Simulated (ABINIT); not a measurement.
Runs of ABINIT 10.8.3 (patched build) on Cl. It takes space group Cmce (No. 64, orthorhombic). Conventional cell: a = 6.290 Å, b = 4.500 Å, c = 8.210 Å, α = 90.00°, β = 90.00°, γ = 90.00°. Around Cl (site symmetry m) lie 1 Cl at 2.02 Å. 

| task | level | potentials or basis | k mesh | cutoff (eV) | smearing | cutoff of the screening (Ha) | bands in the sums | wave-function cutoff in the screening (Ha) | frequency treatment | stop of the response cycle (tolvrs) | mesh quality | gap on the mesh (eV) | pressure (GPa) | largest force (eV/Å) |
| --- | --- | --- | --- | --- | --- | --- | --- | --- | --- | --- | --- | --- | --- | --- |
| single point | PBE | PseudoDojo NC SR PBE v0.4.1 standard | 5 × 5 × 3 | 789 | fermi-dirac 0.05 eV | - | - | - | - | - | not flagged | (a) | 0.6 | 0.09 |
| single point | PBE | PseudoDojo NC SR PBE v0.4.1 standard | 5 × 5 × 3 | 599 | fermi-dirac 0.05 eV | - | - | - | - | - | not flagged | 2.47 | 0.2 | 0.10 |
| phonons | PBE | PseudoDojo NC SR PBE v0.4.1 standard | 6 × 6 × 4 | 599 | fixed | - | - | - | - | 1e-08 | not flagged | - | 0.2 | 0.10 |
| one-shot levels of the hybrid PBE0 | PBE | PseudoDojo NC SR PBE v0.4.1 standard | 4 × 4 × 2 | 789 | fixed | - | 22 | - | - | - | coarse | 2.47 | - | - |
| single point | LDA | PseudoDojo NC SR LDA v0.4.1 standard | 5 × 5 × 3 | 599 | fermi-dirac 0.05 eV | - | - | - | - | - | not flagged | 2.32 | (b) | 0.20 |
| one-shot levels of the hybrid PBE0 | LDA | PseudoDojo NC SR LDA v0.4.1 standard | 4 × 4 × 2 | 599 | fixed | - | 22 | - | - | - | coarse | 2.32 | - | - |
| one-shot levels of the hybrid PBE0 | PBE | PseudoDojo NC SR PBE v0.4.1 standard | 4 × 4 × 2 | 599 | fixed | - | 22 | - | - | - | coarse | 2.47 | - | - |

Alike in all rows: no spin polarisation; cell as given.

Task: Estimate the missing entries.

Result: (a) 2.48; (b) -2.9.

Caveats: some runs use coarse meshes; an odd mesh through Γ misses points on the zone boundary, where band edges often lie (some runs); some modes are imaginary (some runs).

Not every run made on this cell is shown here.
